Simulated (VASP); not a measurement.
A run of VASP 6.6.1 is set up as follows.

File INCAR:

```
SYSTEM = HfS2
PREC = Accurate
ENCUT = 600
EDIFF = 1E-7
ISMEAR = 0
SIGMA = 0.03
LREAL = .FALSE.
LASPH = .TRUE.
NELM = 80
ALGO = Normal
ISIF = 3
LWAVE = .FALSE.
LCHARG = .FALSE.
GGA = CA
IBRION = 2
NSW = 90
EDIFFG = -0.005
```

The input KPOINTS:

```
regular mesh
0
G
  9 9 5
  0 0 0
```

The input POSCAR:

```
HfS2                                    
1.0
    3.5557291443      0.0000000000      0.0000000000
   -1.7778645721      3.0793517679      0.0000000000
   -0.0000000000     -0.0000000000      5.6777553581
  Hf              S             
     1     2
Direct
     0.0000000000000000    0.0000000000000000    1.0000000000000000
     0.6666666699999979    0.3333333300000021    0.7458751009772340
     0.3333333300000021    0.6666666699999979    0.2541248990227661
```

Potentials or basis: VASP PAW LDA potentials, release 64 (Hf_pv, S).

Run with:

```bash
$ cat potpaw_LDA.64/Hf_pv/POTCAR potpaw_LDA.64/S/POTCAR > POTCAR
$ mpirun -np 1 vasp_std > vasp.out
```

**Question.** Estimate the band gap on the k mesh.

**Answer.** 0.65 eV, indirect (least direct gap 1.62 eV).

Final structure:
```
Hf S
1.0
     3.55532    0.00000    0.00000
    -1.77766    3.07900    0.00000
     0.00000    0.00000    5.67909
Hf S
1 2
Cartesian
  3.5553 0.0000 5.6791
  1.7777 1.0263 4.2356
  0.0000 2.0527 1.4435
```

Caveat: spin-orbit coupling is left out, which moves the levels of the heavy elements; an odd mesh through Γ misses points on the zone boundary, where band edges often lie.
